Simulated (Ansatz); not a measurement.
The reference is NaCl in the rock salt structure (space group Fm-3m, No. 225).

Space group Fm-3m (No. 225); a = b = c = 5.696 Å, α = β = γ = 90.00°

```json
[
 {"atom": "Cl", "site": "4a", "symmetry": "m-3m", "x": "0.0000", "y": "0.0000", "z": "0.0000"},
 {"atom": "Na", "site": "4b", "symmetry": "m-3m", "x": "0.5000", "y": "0.5000", "z": "0.5000"}
]
```
(The calculation used a cell of 2 atoms; values per cell refer to that cell.)

Computed with DFT with PBE, PAW potentials and a 420 eV plane-wave cutoff in Ansatz (a program for electronic structure), scalar-relativistic without spin-orbit coupling.

```csv
level,band gap,lattice parameter a
PBE,5.00 eV,5.696 Å
```

Measured: band gap 8.97 eV (0 K or low temperature; as listed in Wei Chen et al., Physical Review Materials (2018)); lattice parameter a 5.569 Å (static lattice; corrected from measurement; as listed in Daniel Mejia-Rodriguez, S. B. Trickey, Phys. Rev. B (2018)).

Computed minus measured — band gap: PBE -3.97 eV; lattice parameter a: PBE +2.3 %. Measured values not marked as corrected hold thermal and zero-point effects that the static-lattice runs lack. A measured gap can be an optical one, lowered by exciton binding.

Whether these cells are dynamically stable was not tested.
